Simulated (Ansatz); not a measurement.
Run this with Ansatz 0.2.0, Python API and show what comes out.

The script, `kconv_inas.py`:
```python
import logging
import sys
import warnings

import ansatz as az

logging.basicConfig(stream=sys.stdout, format='[%(levelname)s] %(message)s')
logger = logging.getLogger('run')
logger.setLevel(logging.INFO)


def main() -> None:
    warnings.simplefilter('ignore', az.DeckWarning)

    inas = (
        az.Lattice.fcc(5.754608)
        .space_group(225)
        .atom('In', (0.5, 0.0, 0.0))
        .atom('As', (0.0, 0.0, 0.0))
        .primitive()
    )

    model = (
        inas.calculation()
        .functional(az.Functional.R2SCAN)
        .occupations(az.OccupationsMethod.FIXED)
    )

    rows = []
    for value in [0.9, 0.7, 0.55, 0.45, 0.35]:
        r = model.kpoints(spacing=value).run(threads=1).report
        rows.append((value, r['free_energy_ev'] / len(r['lattice']['sites']), r['n_iterations'], r['n_kpoints']))

    logger.info('spacing (1/A)   F/atom (eV)    iterations      k-points')
    for row in rows:
        logger.info(f'{str(row[0]):>12s}  {row[1]:12.5f}  {row[2]:12d}  {row[3]:12d}')

    for row in rows[:-1]:
        shift = 1000 * (row[1] - rows[-1][1])
        logger.info(f'{row[0]}: {shift:+.2f} meV/atom' + ('  (within 1 meV)' if abs(shift) < 1 else ''))


if __name__ == '__main__':
    main()
```

Output of `python kconv_inas.py`:
```text
RunWarning: iter 1: σ=0 fill of 14 bands saw a band overlap (occupied 9.6051 eV > unoccupied 8.6470 eV) — on an unconverged iterate often a transient of an unconverged empty band; one that stands at [...]
RunWarning: a fill by count may have filled part of one level: at k-index 0 the highest filled band, 9.628409 eV, and the lowest empty band, 9.628409 eV, stand 2.835e-12 eV apart, within the solve's [...]
RunWarning: the bands overlap at the fill by count (14 filled at each k-point of a channel): the highest filled level, 9.876475 eV at k-index 1, stands 1.1906 eV over the lowest empty one, 8.685924 [...]
[INFO] spacing (1/A)   F/atom (eV)    iterations      k-points
[INFO]          0.9   -5237.78275             6             4
[INFO]          0.7   -5237.78275             6             4
[INFO]         0.55   -5238.07340             6             8
[INFO]         0.45   -5238.15021             7            10
[INFO]         0.35   -5238.20385             6            16
[INFO] 0.9: +421.10 meV/atom
[INFO] 0.7: +421.10 meV/atom
[INFO] 0.55: +130.46 meV/atom
[INFO] 0.45: +53.64 meV/atom
```
(Warnings from the package without file and line, shortened, repeats left out.)

The input holds a mistake (fixed occupations, though the bands overlap at this level of theory), so what it prints is no property of InAs. This is a high-temperature or high-pressure form, not the ambient phase. This cell is a computed structure, which may not be the phase found in nature. Shifts are counted from the finest mesh, which is itself no proven limit. The script silences the warnings on its input, which a real study should read. Hardware and time: 10 s on 1 thread of Arm Neoverse V1 (shared host), peak memory 0.44 GiB.
